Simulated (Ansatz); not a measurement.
All numbers below come from DFT PBE, scalar-relativistic, plane waves, PAW (Ansatz 0.2.0). All cells share a 420 eV cutoff and Γ-centred k meshes spaced at most about 0.3 Å⁻¹ (about 0.25 or finer for metals, 2π included). No spin polarisation in the final relaxations.

These are static total energies at zero pressure. All come from trial cells, and lower structures may exist.

**Question.** Which of these relaxed structures of Lu is the lowest in energy?
A. Space group Pm-3m (No. 221), cubic, a = 3.206 Å. Around Lu lie 6 Lu at 3.21 Å.
B. Space group Pm-3m (No. 221), cubic, a = 4.702 Å. Lu is surrounded by 8 Lu at 3.33 Å.

**Answer.** B. It has space group Pm-3m (No. 221); the next, A, with the simple cubic type, space group Pm-3m (No. 221), lies 126 meV/atom higher. Counting all near atoms (those within 1.25 times the shortest distance at each site), the lowest has Lu 8 and the next has Lu 6.

Cells relaxed within their symmetry can be saddle points. The part of the Crystallography Open Database at hand lists Lu in space group No. 194, which no cell shown has. Some types were kept out of the candidates beforehand, so the set may lack a known form.
